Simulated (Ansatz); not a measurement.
An input for Ansatz 0.2.0 (PbI2 (P-3m1)):

```yaml
crystal:
  lattice:
    - [4.555, 0.0, 0.0]
    - [-2.2775, 3.9447457142, 0.0]
    - [0.0, 0.0, 6.977]
  atoms:
    - { symbol: Pb, position: [0.0, 0.0, 0.0] }
    - { symbol: I, position: [0.3333333333, 0.6666666667, 0.265] }
    - { symbol: I, position: [0.6666666667, 0.3333333333, 0.735] }
kpoints:
  mp_grid: { grid: [6, 6, 2] }
hamiltonian:
  xc: pbe
scf:
  occupations: { method: fixed }
gw:
  n_empty_bands: 374
  ecut_chi: 120
  qp_bands: [v2, c2]
  qp_kpoints: band_edges
  screening: { model: godby_needs }
```

```sh
ansatz run input.yaml --threads 3 --pin off --max-ram 92160MiB --backend cuda --events-out ev --progress --plain --runs-dir out --devices 1 --max-vram 13GiB  # rebuilt from the run's record
```

Q: How long will it take on 1 × NVIDIA H100 80GB HBM3 (shared by 6 runs) with 3 threads of AMD EPYC 7R13 (Zen 3), shared host, and how much memory?

It took 38 s; on shared hardware allow 19 s to 75 s. Peak host memory was 2.3 GiB. The sizes that set the cost: 2453 plane waves a state, 14 irreducible k points, 398 bands summed, 379 plane waves in the screening and 6 SCF cycles.

The screening grows as filled bands × empty bands × pairs of k points, times the square of the screening basis for the matrix.

[Paths, hosts, dates, memory and timing lines, banners, echoed tables and standing remarks are left out of the program output.]

[Logs are printed without paths, hosts, clocks, repeated set-up lines and the standing remarks that a program may print on its own settings, such as how far it seeks lower states.]

[Runs of the session that timed out or met a known fault of the program may be left out.]

[Cells called generated may have been cut or substituted from an entry of the Crystallography Open Database or the Materials Project.]

[Hosts, paths, dates, database ids (printed as entryN), source tags and the programs' standing remarks are cut or masked in the printed files.]
